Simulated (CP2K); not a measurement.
Crystal: MgS (Niningerite).

```
S Mg
1.0
     3.67929    0.00000    0.00000
     1.83964    3.18636    0.00000
     1.83964    1.06212    3.00413
S Mg
1 1
Direct
  0.50000 0.50000 0.50000
  0.00000 0.00000 0.00000
```

Base run:

```yaml
Program: CP2K 2026.2
Functional: RPBE
Dispersion: D3(BJ)
Potentials_or_basis: POTENTIAL_UZH S GTH-PBE-q6, Mg GTH-PBE-q10; TZVP-MOLOPT-PBE-GTH basis
Density_cutoff: 19048 eV
k_mesh: 9 × 9 × 9
Occupations: gaussian, width 0.1 eV
Spin: no spin polarisation
```

Its results: band gap on the k mesh 3.03 eV, indirect (least direct gap 3.81 eV); pressure -12.0 GPa.

The run is repeated on the same cell with these changes: functional from RPBE to PBEsol. What comes out?

Band gap on the k mesh 2.73 eV, indirect (least direct gap 3.51 eV); pressure -1.7 GPa.

Caveats: the potentials were made for another functional, which shifts forces and pressure; the mesh misses the band edges, which the band path finds closer together; the basis of atomic orbitals isn't converged, which shifts pressures, moduli and gaps.
